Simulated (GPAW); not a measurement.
Runs of GPAW 26.7.0 on Ir. It takes space group P6_3/mmc (No. 194, hexagonal). Conventional cell: a = 2.751 Å, b = 2.751 Å, c = 4.462 Å, α = 90.00°, β = 90.00°, γ = 120.00°. Around Ir (site symmetry -6m2) lie 12 Ir at 2.74 to 2.75 Å. This isn't the form of Ir at room conditions, which is fcc.

```csv
level,gap on the mesh (eV),pressure (GPa),relaxed volume (Å³/atom)
PBEsol+D3(BJ)+ATM,none,-0.1,13.89
PBEsol,none,-0.1,14.11
PBEsol+D3,none,0.0,13.81
PBEsol+D4,none,-0.1,(a)
PBEsol+D3(BJ),none,0.0,13.81
```

Alike in all rows: task relaxation of cell and atoms; potentials or basis PAW data sets generated in the run's folder for this functional, pw; no spin polarisation; cell relaxed; k mesh 8 × 8 × 5; cutoff (eV) 600; smearing fermi-dirac 0.05 eV.

Question: Estimate the missing entries.

Answer: (a) 13.91.

Caveats: later steps reuse the first step's grids; pairwise dispersion overbinds metals, which lowers pressure and volume (some runs).

A k mesh can miss the band edges, and the runs leave out spin-orbit coupling on Ir.

A gap of «none» marks a metal or a gap under the smearing width.
